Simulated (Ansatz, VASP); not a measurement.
## Two plane-wave programs on B

INCAR

```
SYSTEM = B
PREC = Accurate
ENCUT = 520
EDIFF = 1E-7
ISMEAR = -1
SIGMA = 0.05
LREAL = .FALSE.
LASPH = .TRUE.
NELM = 100
ALGO = Normal
ISIF = 2
LWAVE = .FALSE.
LCHARG = .FALSE.
GGA = PE
NBANDS = 8
```

File KPOINTS:

```
regular mesh
0
G
  14 14 14
  0 0 0
```

File POSCAR:

```
B
1.0
    1.8977253970      0.0000000000      0.0000000000
    0.0000000000      1.8977253970      0.0000000000
    0.0000000000      0.0000000000      1.8977253970
B
1
Direct
    0.5000000000      0.5000000000      0.5000000000
```

The input input.yaml:

```yaml
crystal:
  lattice:
    - [1.897725397, 0.0, 0.0]
    - [0.0, 1.897725397, 0.0]
    - [0.0, 0.0, 1.897725397]
  atoms:
    - { symbol: B, position: [0.5, 0.5, 0.5] }
hamiltonian:
  xc: pbe
  pseudopotentials: { kind: paw }
kpoints:
  mp_grid: { grid: [14, 14, 14] }
scf:
  occupations: { method: fermi_dirac, width: 0.05 }
output:
  forces: true
  stress: true
  eigenvalues: true
```

Change from the starting cell: volume scaled by 1.02.

Alike in both runs: task single point; functional PBE; k mesh 14 × 14 × 14; occupations fermi-dirac, width 0.05 eV; no spin polarisation.

|  | VASP | Ansatz |
| --- | --- | --- |
| version | VASP 6.6.1 | Ansatz 0.2.0 |
| potentials or method | VASP PAW PBE potentials, release 64 (B) | Ansatz PAW |
| plane-wave cutoff (eV) | 520 | 420 |
| valence electrons in the cell | 3 | 3 |

|  | VASP | Ansatz | Ansatz less VASP |
| --- | --- | --- | --- |
| gap on the k mesh at the Fermi level (eV) | none | none | - |
| pressure (GPa) | -4.1 | -4.2 | -0.05 |

A gap of «none» marks a metal or a gap that the smearing closes. With one functional, cell and mesh, what is left measures potentials, basis and numerics.
